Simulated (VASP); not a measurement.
The system is ZnS.

```
Zn S
1.0
     0.00000    2.70200    2.70200
     2.70200    0.00000    2.70200
     2.70200    2.70200    0.00000
Zn S
1 1
Direct
  0.75000 0.75000 0.75000
  0.00000 0.00000 0.00000
```

Base run:

* Program: VASP 6.6.1
* Functional: r2SCAN-EpsX
* Potentials or basis: VASP PAW PBE potentials, release 64 (Zn, S)
* Cutoff: 520 eV
* k mesh: 6 × 6 × 6
* Occupations: gaussian, width 0.02 eV
* Spin: no spin polarisation

Its results: band gap on the k mesh 3.80 eV, direct; pressure -0.6 GPa.

Question: The run is repeated on the same cell with these changes: functional from r2SCAN-EpsX to HSE03. What comes out?

Answer: Band gap on the k mesh 3.12 eV, direct; pressure 1.1 GPa.

Caveats: the PAW data sets were made with another functional, which shifts forces and pressure a little.

Not every run made on this cell is shown here.
